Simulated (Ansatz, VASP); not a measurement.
**TiB2: VASP beside Ansatz**

File INCAR:

```
SYSTEM = TiB2
PREC = Accurate ; ENCUT = 520
EDIFF = 1E-8 ; ISMEAR = -1
SIGMA = 0.08 ; LREAL = .False.
LASPH = .True. ; NELM = 80
ALGO = Normal ; ISIF = 2
LWAVE = .False. ; LCHARG = .False.
GGA = PS ; LEFG = .True.
NBANDS = 16
```

KPOINTS

```
regular mesh
0
Gamma
  15 15 13
  0 0 0
```

Contents of POSCAR:

```
TiB2
1.0
    3.0291982016      0.0000000000      0.0000000000
   -1.5145991008      2.6233625957      0.0000000000
    0.0000000000      0.0000000000      3.1315480000
Ti B
1 2
Direct
    0.0000000000      0.0000000000      0.0000000000
    0.3333333333      0.6666666667      0.5000000000
    0.6666666667      0.3333333333      0.5000000000
```

Input for Ansatz:

```yaml
crystal:
  lattice:
    - [3.0291982016, 0.0, 0.0]
    - [-1.5145991008, 2.6233625957, 0.0]
    - [0.0, 0.0, 3.131548]
  atoms:
    - { symbol: Ti, position: [0.0, 0.0, 0.0] }
    - { symbol: B, position: [0.3333333333, 0.6666666667, 0.5] }
    - { symbol: B, position: [0.6666666667, 0.3333333333, 0.5] }
kpoints:
  mp_grid: { grid: [15, 15, 13] }
scf:
  occupations: { method: fermi_dirac, width: 0.08 }
hamiltonian:
  xc: pbesol
  pseudopotentials: { kind: all_electron, datasets: crystal }
output:
  forces: true
  stress: true
  eigenvalues: true
  efg: { contact_densities: true }
```

Change from the starting cell: zz strain of -3 %, crystal datasets.

Alike in both runs: task electric field gradients; functional PBEsol; k mesh 15 × 15 × 13; occupations fermi-dirac, width 0.08 eV; no spin polarisation.

|  | VASP | Ansatz |
| --- | --- | --- |
| version | VASP 6.6.1 | Ansatz 0.2.0 |
| potentials or method | VASP PAW PBE potentials, release 64 (Ti_sv, B) | all-electron PAW with datasets made for the crystal, scalar-relativistic |
| plane-wave cutoff (eV) | 520 | see its input |

Ansatz gave:

```
pressure (GPa)                                                 : 1.8
largest component of the traceless stress (GPa)                : 5.59
Vzz of the field gradient on the site that differs most (V/Å²) : 16.8
```

Task: What did VASP give for the same quantities?

Result: Pressure (GPa): 2.2; largest component of the traceless stress (GPa): 5.46; Vzz of the field gradient on the site that differs most (V/Å²): 14.1.

Ansatz ran all-electron here, so the differences hold the error of VASP's frozen core and of both bases.

Caveats: the PAW data sets were made with another functional, which shifts forces and pressure a little (VASP).
